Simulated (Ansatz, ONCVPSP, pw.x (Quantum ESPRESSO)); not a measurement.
# From atom to crystal: ONCV potential for Mg

Mg, optimised norm-conserving Vanderbilt (ONCV), made with ONCVPSP 4.0.1.1 (patched build) (PBE, scalar-relativistic). Core [Ne], reference 3s2. Waves: 3s: rc 2.10 bohr, ncon 4, nbas 9, qcut 3.1 1/bohr, 1 projector; p scattering state at 0.17 Ha: rc 1.85 bohr, ncon 4, nbas 7, qcut 4.1 1/bohr, 1 projector; d scattering state at 0.36 Ha: rc 1.85 bohr, ncon 4, nbas 7, qcut 5 1/bohr, local. Local part: the d channel. Core correction: Teter function, fcfact 5, rcfact 1.3.

Atomic tests: cutoffs needed: 3.6 Ha and 5.7 Ha (the cutoffs (Ha) at which the residual kinetic energy of the hardest occupied pseudo-wave falls to 1 and 0.1 mHa per electron) The cutoffs count occupied waves only; projector 1 of the p channel, the hardest unoccupied one, needs 19 Ha at the loose tolerance.; ghost test: no bound ghost flagged; GHOST(+) flagged for s at 15.6 eV; configuration tests: 1 of 4 tests not solved or not reliable.

Crystal test: fcc Mg in pw.x 7.5, no spin, 13³ k-points, Fermi–Dirac smearing 0.01 Ry, cutoffs 50/200 Ry. The lattice is a test structure that the element need not adopt, and mesh and smearing are coarse.

pw.x input:

```
&control
  calculation='scf', prefix='x', pseudo_dir='./', outdir='./tmp', tstress=.true., disk_io='low'
/
&system
  ibrav=0, nat=1, ntyp=1, ecutwfc=50, ecutrho=200, nbnd=8,
  occupations='smearing', smearing='fd', degauss=0.01
/
&electrons
  conv_thr=1e-09, mixing_beta=0.4, electron_maxstep=70
/
ATOMIC_SPECIES
Mg 1.0 Mg.UPF
CELL_PARAMETERS angstrom
  0.00000000 2.26363734 2.26363734
  2.26363734 0.00000000 2.26363734
  2.26363734 2.26363734 0.00000000
ATOMIC_POSITIONS crystal
Mg 0.0000 0.0000 0.0000
K_POINTS automatic
13 13 13 0 0 0
```

```bash
pw.x < Mg.scf.in > Mg.scf.out
```

Q: How does the run end?

A: It converges; the pressure is -0.89 GPa against -0.07 GPa from all-electron LAPW. This is a poor potential for the solid. The generator flags a localised state at positive energy (s at 16 eV). Atomic configuration tests: 1 of 4 tests not solved or not reliable. The log shows:

```
Message from routine setup:
     using ibrav=0 with symmetry is DISCOURAGED, use correct ibrav instead
     lattice parameter (alat)  =       6.0495  a.u.
     unit-cell volume          =     156.5479 (a.u.)^3
     number of electrons       =         2.00
     number of Kohn-Sham states=            8
     kinetic-energy cutoff     =      50.0000  Ry
     charge density cutoff     =     200.0000  Ry
     scf convergence threshold =      1.0E-09
     Exchange-correlation= PBE
     number of k points=    84  Fermi-Dirac smearing, width (Ry)=  0.0100
     iteration #  1     ecut=    50.00 Ry     beta= 0.40
     total energy              =      -2.08158601 Ry
     estimated scf accuracy    <       0.00416811 Ry
     iteration #  2     ecut=    50.00 Ry     beta= 0.40
     total energy              =      -2.08136554 Ry
     estimated scf accuracy    <       0.00145344 Ry
     iteration #  3     ecut=    50.00 Ry     beta= 0.40
     total energy              =      -2.08138453 Ry
     estimated scf accuracy    <       0.00000113 Ry
     iteration #  4     ecut=    50.00 Ry     beta= 0.40
     total energy              =      -2.08138508 Ry
     estimated scf accuracy    <       0.00000016 Ry
     iteration #  5     ecut=    50.00 Ry     beta= 0.40
     the Fermi energy is     3.5120 ev
!    total energy              =      -2.08138509 Ry
     estimated scf accuracy    <          5.8E-10 Ry
     smearing contrib. (-TS)   =      -0.00201972 Ry
     The total energy is F=E-TS. E is the sum of the following terms:
     one-electron contribution =       1.26942655 Ry
     hartree contribution      =       0.00442888 Ry
     xc contribution           =      -1.20958718 Ry
     ewald contribution        =      -2.14363362 Ry
     convergence has been achieved in   5 iterations
          total   stress  (Ry/bohr**3)                   (kbar)     P=       -8.87
```
